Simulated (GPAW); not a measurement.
Runs of GPAW 26.7.0 on Nb. It takes space group Fm-3m (No. 225, cubic). Conventional cell: a = 4.230 Å, b = 4.230 Å, c = 4.230 Å, α = 90.00°, β = 90.00°, γ = 90.00°. Nb (site symmetry m-3m) has 12 Nb at 2.99 Å as nearest neighbours. This isn't the form of Nb at room conditions, which is bcc.

```csv
task,level,potentials or basis,cell,smearing,k mesh for the DOS,dos width,band path,band points,gap on the mesh (eV),pressure (GPa)
density of states,PBEsol+D4,"PAW data sets generated in the run's folder for this functional, pw",as given,fermi-dirac 0.05 eV,16 × 16 × 16,0 eV,-,-,none,(a)
single point,PBE,"GPAW PAW data sets (gpaw-data 1.2.1), pw",as given,gaussian 0.05 eV,-,-,-,-,none,-2.6
single point,PBE,"GPAW PAW data sets (gpaw-data 1.2.1), pw",as given,gaussian 0.1 eV,-,-,-,-,none,-2.6
band structure,LDA,"the program's PAW data sets (release 1.2.1) made for this functional, pw",the cell as VASP's run set it,fermi-dirac 0.02 eV,-,-,"GXWKGLUWLK,UX",60,-,-11.9
```

Alike in all rows: no spin polarisation; k mesh 11 × 11 × 11; cutoff (eV) 600.

Question: Fill in the values left out.

Answer: (a) -9.5.

Caveats: pairwise dispersion overbinds metals, which lowers pressure and volume (some runs).

A k mesh can miss the band edges, and the runs leave out spin-orbit coupling on Nb.

A gap of «none» marks a metal or a gap under the smearing width.
